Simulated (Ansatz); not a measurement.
Structure: an ordered 8-atom cell of Al3GaAs4 on the zincblende lattice (Amm2), at its r2SCAN minimum. The symmetry is Amm2 (No. 38, orthorhombic); conventional cell a = 4.016 Å, b = 8.028 Å, c = 11.342 Å, 22.86 Å³ an atom. Al has 4 As at 2.46 Å; Al has 4 As at 2.45–2.46 Å; Ga has 4 As at 2.46 Å; As has 4 Al at 2.45–2.46 Å; As has 3 Al at 2.46 Å and 1 Ga at 2.46 Å; As has 2 Al at 2.46 Å and 2 Ga at 2.46 Å.

```
CELL_PARAMETERS angstrom
4.01622 0.00000 0.00000
0.00000 4.01406 5.67121
0.00000 -4.01406 5.67121
ATOMIC_POSITIONS crystal
Al 0.00000 0.00021 0.00021
Al 0.50000 0.00069 0.49935
Al 0.50000 0.49935 0.00069
Ga 0.00000 0.49990 0.49990
As 0.50000 0.12486 0.12486
As 0.00000 0.12436 0.62517
As 0.00000 0.62517 0.12436
As 0.50000 0.62546 0.62546
```

3 runs of Ansatz 0.2.0 on this cell differ in the functional (and in the settings that go with it). Levels are in eV from each run's valence top; v1 is the last filled band, c1 the first empty one.

Run A, mean stress +2.1 GPa (compression positive):
```
point     v5     v3     v1    c1    c2    c3
    Γ  -0.89  -0.01   0.00  1.14  1.48  1.94
    Y  -1.46  -1.36  -0.95  2.29  2.52  3.17
   C₀  -1.49  -1.40  -0.51  2.58  2.77  2.94
    Z  -2.95  -2.91  -0.96  3.10  3.28  4.39
   A₀  -2.29  -1.66  -1.06  1.75  1.82  2.12
    T  -2.27  -0.91  -0.87  1.34  1.45  1.47
```

Run B, mean stress +0.2 GPa (compression positive):
```
point     v5     v3     v1    c1    c2    c3
    Γ  -0.99  -0.02   0.00  2.62  2.79  3.46
    Y  -1.62  -1.50  -1.04  3.69  3.90  4.69
   C₀  -1.63  -1.56  -0.56  4.01  4.19  4.35
    Z  -3.25  -3.20  -1.05  4.63  4.78  5.85
   A₀  -2.54  -1.80  -1.15  3.07  3.13  3.52
    T  -2.51  -1.00  -0.95  2.74  2.75  2.76
```

Run C, mean stress +0.3 GPa (compression positive):
```
point     v5     v3     v1    c1    c2    c3
    Γ  -0.97  -0.01   0.00  1.96  2.12  2.80
    Y  -1.60  -1.47  -1.03  3.02  3.23  4.00
   C₀  -1.63  -1.53  -0.56  3.34  3.51  3.67
    Z  -3.19  -3.15  -1.03  3.94  4.09  5.15
   A₀  -2.50  -1.78  -1.14  2.41  2.46  2.85
    T  -2.47  -0.99  -0.94  2.08  2.09  2.09
```

Question: Match the runs to PBE, HSE06, PBE0.

Answer: A is PBE, B is PBE0, C is HSE06. In order of the gap: PBE 1.14, HSE06 1.96, PBE0 2.62 eV.

These are computed values for a spin-unpolarised cell that may be hypothetical; none is a measurement.

Spin-orbit coupling is left out.

The program warns that its thresholds are loose for a hybrid's stress.

The meshes of the hybrids are coarse, so their gaps aren't converged to the digits shown.
